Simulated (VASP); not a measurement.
# Pd (Fm-3m) in VASP: notebook, part 2 of 2

VASP 6.6.1.

### 5 Relaxation of cell and atoms, PBE

This run uses another cell than the first one, of 15.30 Å³/atom, 1.037 times its volume.

INCAR reads:

```
  PREC = Accurate
  ENCUT = 600
  EDIFF = 1E-7
  ISMEAR = 1
  SIGMA = 0.1
  LREAL = False
  LASPH = True
  NELM = 80
  ALGO = Normal
  ISIF = 3
  LWAVE = False
  LCHARG = False
  GGA = PE
  IBRION = 2
  NSW = 90
  EDIFFG = -0.005
```

KPOINTS reads:

```
regular mesh
0
Gamma
  16 16 16
```

POSCAR reads:

```
Pd                                      
1.0
    0.0000000000      1.9702591630      1.9702591630
    1.9702591630      0.0000000000      1.9702591630
    1.9702591630      1.9702591630     -0.0000000000
  Pd            
     1
Direct
     0.0000000000000000    0.0000000000000000    0.0000000000000000
```

Potentials or basis: VASP PAW PBE potentials, release 64 (Pd).

Command:

```bash
$ cat potpaw_PBE.64/Pd/POTCAR > POTCAR
$ mpirun -np 1 vasp_std > vasp.out
```

OUTCAR:

```text
PREC = Accurate
   ENCUT = 600
   EDIFF = 1E-7
   ISMEAR = 1
   LREAL = False
   LASPH = True
   NELM = 80
   ISIF = 3
   GGA = PE
   IBRION = 2
   NSW = 90
   EDIFFG = -0.005

 ion  position               nearest neighbor table
   1  0.000  0.000  0.000-

  LATTYP: Found a face centered cubic cell.
 ALAT       =     3.9405183260

  Lattice vectors:

 A1 = (   0.0000000000,   1.9702591630,   1.9702591630)
 A2 = (   1.9702591630,   0.0000000000,   1.9702591630)
 A3 = (   1.9702591630,   1.9702591630,   0.0000000000)

Analysis of symmetry for initial positions (statically):
=====================================================================
 Subroutine PRICEL returns:
 Original cell was already a primitive cell.

 Routine SETGRP: Setting up the symmetry group for a
 face centered cubic supercell.

 Subroutine GETGRP returns: Found 48 space group operations
 (whereof 48 operations were pure point group operations)
 out of a pool of 48 trial point group operations.

The static configuration has the point symmetry O_h .

Analysis of symmetry for dynamics (positions and initial velocities):
=====================================================================
 Subroutine PRICEL returns:
 Original cell was already a primitive cell.

 Routine SETGRP: Setting up the symmetry group for a
 face centered cubic supercell.

 Subroutine GETGRP returns: Found 48 space group operations
 (whereof 48 operations were pure point group operations)
 out of a pool of 48 trial point group operations.

The dynamic configuration has the point symmetry O_h .

 Subroutine INISYM returns: Found 48 space group operations
 (whereof 48 operations are pure point group operations),
 and found     1 'primitive' translations

----------------------------------------------------------------------------------------

                                     Primitive cell

  volume of cell :      15.2968

  direct lattice vectors                    reciprocal lattice vectors
     0.000000000  1.970259163  1.970259163    -0.253773721  0.253773721  0.253773721
     1.970259163  0.000000000  1.970259163     0.253773721 -0.253773721  0.253773721
     1.970259163  1.970259163  0.000000000     0.253773721  0.253773721 -0.253773721

  length of vectors
     2.786367230  2.786367230  2.786367230     0.439548979  0.439548979  0.439548979

  position of ions in fractional coordinates (direct lattice)
     0.000000000  0.000000000  0.000000000

  ion indices of the primitive-cell ions
   primitive index   ion index
                 1           1

----------------------------------------------------------------------------------------

 KPOINTS: regular mesh

Automatic generation of k-mesh.
 Grid dimensions read from file:
 generate k-points for:   16   16   16

 Generating k-lattice:

  Cartesian coordinates                     Fractional coordinates (reciprocal lattice)
    -0.015860858  0.015860858  0.015860858     0.062500000  0.000000000  0.000000000
     0.015860858 -0.015860858  0.015860858     0.000000000  0.062500000  0.000000000
     0.015860858  0.015860858 -0.015860858     0.000000000  0.000000000  0.062500000

[... 46 lines left out ...]
 SYSTEM =  unknown system
   PREC   = accura    normal or accurate (medium, high low for compatibility)
   ISTART =      0    job   : 0-new  1-cont  2-samecut
   ICHARG =      2    charge: 1-file 2-atom 10-const
   ISPIN  =      1    spin polarized calculation?
   LNONCOLLINEAR =      F non collinear calculations
   LSORBIT =      F    spin-orbit coupling
   LASPH  =      T    aspherical Exc in radial PAW
   ENCUT  =  600.0 eV  44.10 Ry    6.64 a.u.   5.57  5.57  5.57*2*pi/ulx,y,z
   NELM   =     80;   NELMIN=  2; NELMDL= -5     # of ELM steps
   EDIFF  = 0.1E-06   stopping-criterion for ELM
   LREAL  =      F    real-space projection
   EDIFFG = -.5E-02   stopping-criterion for IOM
   NSW    =     90    number of steps for IOM
   IBRION =      2    ionic relax: 0-MD 1-quasi-New 2-CG
   NFREE  =      1    steps in history (QN), initial steepest desc. (CG)
   ISIF   =      3    stress and relaxation
   ISYM   =      2    0-nonsym 1-usesym 2-fastsym
   POTIM  = 0.5000    time-step for ionic-motion
   TEBEG  =    0.0;   TEEND  =   0.0 temperature during run
   PSTRESS=    0.0 pullay stress
   NELECT =      10.0000    total number of electrons
   NUPDOWN=      -1.0000    fix difference up-down
   EMIN   =  10.00;   EMAX   =-10.00  energy-range for DOS
   EFERMI =   0.00;   METHOD = LEGACY
   ISMEAR =     1;   SIGMA  =   0.10  broadening in eV -4-tet -1-fermi 0-gaus
   EFERMI_NEDOS =   21; number of points for ismear=-14 and -15
   IALGO  =     38    algorithm
   IMIX   =      4    mixing-type and parameters
     AMIX     =   0.40;   BMIX     =  1.00
     AMIX_MAG =   1.60;   BMIX_MAG =  1.00
  volume/ion in A,a.u.               =      15.30       103.23
  Fermi-wavevector in a.u.,A,eV,Ry     =   1.420828  2.684975 27.466787  2.018752
  Thomas-Fermi vector in A             =   2.541702
   LORBIT       =      0    0 simple, 1 ext, 2 COOP (PROOUT), +10 PAW based schemes
   GGA     = PE    functional components
   LHFCALC =     F    Hartree Fock is set to
   AEXX    =    0.0000 exact exchange contribution
   IVDW    =     0    specifies the selected vdW correction
   LEPSILON=     F    determine dielectric tensor
   LRPA    =     F    only Hartree local field effects (RPA)
 conjugate gradient relaxation of ions
 non-spin polarized calculation
 Methfessel and Paxton  Order N= 1 SIGMA  =   0.10
  energy-cutoff  :      600.00
  volume of cell :       15.30
 maximum number of plane-waves:       531
 NGX is ok and might be reduce to    24
   NGX = 11   NGY = 11   NGZ = 11

--------------------------------------- Ionic step        1  -------------------------------------------

 number of electron      10.0000000 magnetization

 Free energy of the ion-electron system (eV)
  ---------------------------------------------------
  ext. energy  EPLUGINS =         0.00000000
  ---------------------------------------------------
  free energy    TOTEN  =        -5.21730311 eV

  energy without entropy =       -5.21701912  energy(sigma->0) =       -5.21720845

------------------------ aborting loop because EDIFF is reached ----------------------------------------

  FORCE on cell =-STRESS in cart. coord.  units (eV):
  Direction    XX          YY          ZZ          XY          YZ          ZX
  --------------------------------------------------------------------------------------
  -------------------------------------------------------------------------------------
  Total       -0.0057727     -0.0057727     -0.0057727      0.0000000      0.0000000      0.0000000
  in kB       -0.6046246     -0.6046246     -0.6046246      0.0000000      0.0000000      0.0000000
  external PRESSURE =      -0.6046246 kB  Pullay stress =       0.0000000 kB
[... 57 lines left out ...]
--------------------------------------- Ionic step        3  -------------------------------------------

 number of electron      10.0000000 magnetization

 Free energy of the ion-electron system (eV)
  ---------------------------------------------------
  ext. energy  EPLUGINS =         0.00000000
  ---------------------------------------------------
  free energy    TOTEN  =        -5.21730456 eV

  energy without entropy =       -5.21702315  energy(sigma->0) =       -5.21721076

 E-fermi :   9.1973     XC(G=0): -12.9599

 val. band max:        9.1909664666   @ k =   0.5000   0.1250   0.0000
 cond. band min:       9.2017151374   @ k =   0.5000   0.3750   0.0625
 fundamental gap:      0.0107486708
 Fermi energy:         9.1972901607

 k-point     1 :       0.0000    0.0000    0.0000
  band No.  band energies     occupation
      1       2.3235      2.00000
      2       6.5153      2.00000
      3       6.5153      2.00000
      4       6.5153      2.00000
      5       8.0341      2.00000
      6       8.0341      2.00000
      7      26.3566      0.00000
      8      30.9293      0.00000
      9      30.9293      0.00000
[... 265 lines left out ...]
 k-point    24 :      -0.0625    0.0625    0.0000
  band No.  band energies     occupation
      1       2.6850      2.00000
      2       6.3774      2.00000
      3       6.6266      2.00000
      4       6.6622      2.00000
      5       7.9084      2.00000
      6       8.0575      2.00000
      7      26.6807      0.00000
      8      29.1090      0.00000
      9      30.6639      0.00000

 [... further k-points ...]

------------------------ aborting loop because EDIFF is reached ----------------------------------------

  FORCE on cell =-STRESS in cart. coord.  units (eV):
  Direction    XX          YY          ZZ          XY          YZ          ZX
  --------------------------------------------------------------------------------------
  -------------------------------------------------------------------------------------
  Total        0.0015634      0.0015634      0.0015634     -0.0000000      0.0000000      0.0000000
  in kB        0.1638220      0.1638220      0.1638220     -0.0000000      0.0000000      0.0000000
  external PRESSURE =       0.1638220 kB  Pullay stress =       0.0000000 kB
[... 16 lines left out ...]
  FREE ENERGIE OF THE ION-ELECTRON SYSTEM (eV)
  ---------------------------------------------------
  free  energy   TOTEN  =        -5.2173045614 eV

  energy  without entropy=       -5.2170231545  energy(sigma->0) =       -5.21721076

 reached required accuracy - stopping structural energy minimisation
```

CONTCAR:

```text
Pd
   1.00000000000000
     0.0000000000000000    1.9699585454779500    1.9699585454779500
     1.9699585454779500   -0.0000000000000000    1.9699585454779500
     1.9699585454779500    1.9699585454779500   -0.0000000000000000
  Pd
     1
Direct
     0.0000000000000000    0.0000000000000000    0.0000000000000000

  0.00000000E+00  0.00000000E+00  0.00000000E+00
```

Run time: 16 s. Hardware: 1 thread of Intel Xeon 6975P-C (Granite Rapids), shared host; peak memory 0.15 GiB.

What came out:

* Free energy: -5.2173 eV
* Relaxed volume: 15.29 Å³/atom
* Relaxed cell: a = 2.786 Å, b = 2.786 Å, c = 2.786 Å, α = 60.00°, β = 60.00°, γ = 60.00°
* Space group after relaxing (to 0.05 Å): Fm-3m (No. 225)
* Energy gained by relaxing: 0.0 meV/atom
* Ionic steps: 3
* Pressure after relaxing: 0.0 GPa
* Band gap on the k mesh: none (metal or under the smearing width)

Final structure:
```xyz
1
Lattice="0.0000 1.9700 1.9700 1.9700 0.0000 1.9700 1.9700 1.9700 0.0000" Properties=species:S:1:pos:R:3 pbc="T T T"
Pd    0.0000    0.0000    0.0000
```

Levels at points of the mesh, in eV from the Fermi level:
| k point | band 3 | band 4 | band 5 | band 6 | band 7 | band 8 |
| --- | --- | --- | --- | --- | --- | --- |
| (0.00, 0.00, 0.00) | -2.68 | -2.68 | -1.16 | -1.16 | 17.16 | 21.73 |
| (0.50, 0.00, 0.00) | -2.72 | -0.03 | -0.03 | 1.08 | 7.04 | 16.51 |
| (0.50, 0.50, 0.00) | -0.06 | 0.27 | 0.27 | 3.34 | 10.40 | 13.01 |
